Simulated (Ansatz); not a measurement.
# FeNi3: the cost of one run

Computed with Ansatz 0.2.0 (DFT LDA with spin–orbit coupling, plane waves, PAW, unless a step's input says otherwise).

## (1) The starting structure

Symmetry: Pm-3m, No. 221, cubic system. The conventional cell has a = 3.545 Å, b = 3.545 Å, c = 3.545 Å, α = 90.00°, β = 90.00°, γ = 90.00°. Fe (site symmetry m-3m) is surrounded by 12 Ni at 2.51 Å. Ni (site symmetry 4/mmm) is surrounded by 4 Fe at 2.51 Å and 8 Ni at 2.51 Å.

Structure file:

```
CELL_PARAMETERS angstrom
3.54500 0.00000 0.00000
0.00000 3.54500 0.00000
0.00000 0.00000 3.54500
ATOMIC_POSITIONS crystal
Fe 0.00000 0.00000 0.00000
Ni 0.00000 0.50000 0.50000
Ni 0.50000 0.00000 0.50000
Ni 0.50000 0.50000 0.00000
```

The cell is the deposited one, not relaxed. An earlier run on this cell at LDA, without spin–orbit coupling gave -17.29 GPa at 11.138 Å³/atom (10×10×10 mesh), a metal on this mesh, moments in the atoms' spheres Fe 2.83; Ni 0.65 μB. The cell is stretched at this level.

## (2) Spin-orbit coupling, moments along [0, 0, 1]

The input, input.yaml:

```yaml
crystal:
  lattice:
    - [3.5449999038, 0.0, 0.0]
    - [0.0, 3.5449999038, 0.0]
    - [0.0, 0.0, 3.5449999038]
  atoms:
    - { symbol: Fe, position: [0.0, 0.0, 0.0], spin: 3.12, spin_axis: [0.0, 0.0, 1.0] }
    - { symbol: Ni, position: [0.0, 0.5, 0.5], spin: 0.71, spin_axis: [0.0, 0.0, 1.0] }
    - { symbol: Ni, position: [0.5, 0.0, 0.5], spin: 0.71, spin_axis: [0.0, 0.0, 1.0] }
    - { symbol: Ni, position: [0.5, 0.5, 0.0], spin: 0.71, spin_axis: [0.0, 0.0, 1.0] }
basis:
  ecutwfc: 420
  ecutrho_ratio: 4
kpoints:
  mp_grid: { grid: [10, 10, 10] }
hamiltonian:
  xc: lda
scf:
  occupations: { method: gaussian, width: 0.05 }
  lower_state_search: "off"
  convergence: { dr2_threshold: 1.0e-09 }
output:
  forces: true
  stress: true
  eigenvalues: true
  populations: true
magnetization:
  noncollinear: true
  spin_orbit: true
checkpoint:
  read: start.run
  write: ck
  compress: false
  write_wavefunctions: false
  write_every: 100000
```

It reads its starting density from start.run, saved by an earlier run on this cell.

Launch:

```console
$ ansatz run input.yaml --threads 4 --pin off --max-ram 9216MiB --backend cpu --events-out ev --progress --plain --runs-dir out
```

**Question.** How long does this run take on 4 threads of Arm Neoverse V1, shared host, and how much memory does it need?

About 78 s, with a peak of 1.2 GiB.
